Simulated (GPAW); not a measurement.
Write an ASE script for GPAW 26.7.0 that does the following.

| Item | Value |
| --- | --- |
| Task | single point |
| Functional | PBE |
| Potentials or basis | GPAW PAW data sets (gpaw-data 1.2.1) |
| Cutoff | 600 eV |
| Basis | pw |
| k mesh | 9 × 9 × 5 |
| Occupations | gaussian, width 0.013 eV |
| Spin | no spin polarisation |
| Maxiter | 150 |

The structure of PtS2 lies in POSCAR:

```
PtS2
1.0
    3.5432000000      0.0000000000      0.0000000000
   -1.7716000000      3.0685012107      0.0000000000
    0.0000000000      0.0000000000      5.0388000000
Pt S
1 2
Direct
    0.0000000000      0.0000000000      0.0000000000
    0.6666666667      0.3333333333      0.7730000000
    0.3333333333      0.6666666667      0.2270000000
```

The input as run:

run.py

```python
from ase.dft.bandgap import bandgap
from ase.io import read, write
from ase.units import GPa
from gpaw import GPAW, PW

atoms = read('POSCAR')

calc = GPAW(mode=PW(600),
            xc='PBE',
            kpts={'size': (9, 9, 5), 'gamma': True},
            occupations={'name': 'methfessel-paxton', 'order': 0, 'width': 0.013000000000000001},
            nbands=26,
            convergence={'density': 1e-05, 'energy': 1e-05},
            maxiter=150,
            txt='gpaw.txt')
atoms.calc = calc
energy = atoms.get_potential_energy()
forces = atoms.get_forces()
stress = atoms.get_stress()
calc.write('gs.gpw')
write('result.traj', atoms)
print(f'Energy: {energy:.6f} eV')
print('Forces (eV/A):')
print(forces.round(4))
print('Stress (GPa):', (stress / GPa).round(3))
print('Fermi level:', round(calc.get_fermi_level(), 4), 'eV')
print(f'Gap: {bandgap(calc)[0]:.4f} eV, direct: {bandgap(calc, direct=True)[0]:.4f} eV')
```

Potentials or basis: GPAW PAW data sets (gpaw-data 1.2.1), pw.

Run with:

```bash
$ OMP_NUM_THREADS=1 python run.py
```

It gave:

```
Pressure               : 11.7 GPa
Largest force          : 1.292 eV/Å
Band gap on the k mesh : 0.99 eV, indirect (least direct gap 1.04 eV)
```

Caveat: spin-orbit coupling is left out, which moves the levels of the heavy elements; an odd mesh through Γ misses points on the zone boundary, where band edges often lie; forces of over 1 eV/Å show positions far from the minimum, so gaps and moduli don't describe the material at rest.

Wall time 48 s on 1 thread of Arm Neoverse V1 (shared host), peak memory 0.21 GiB.
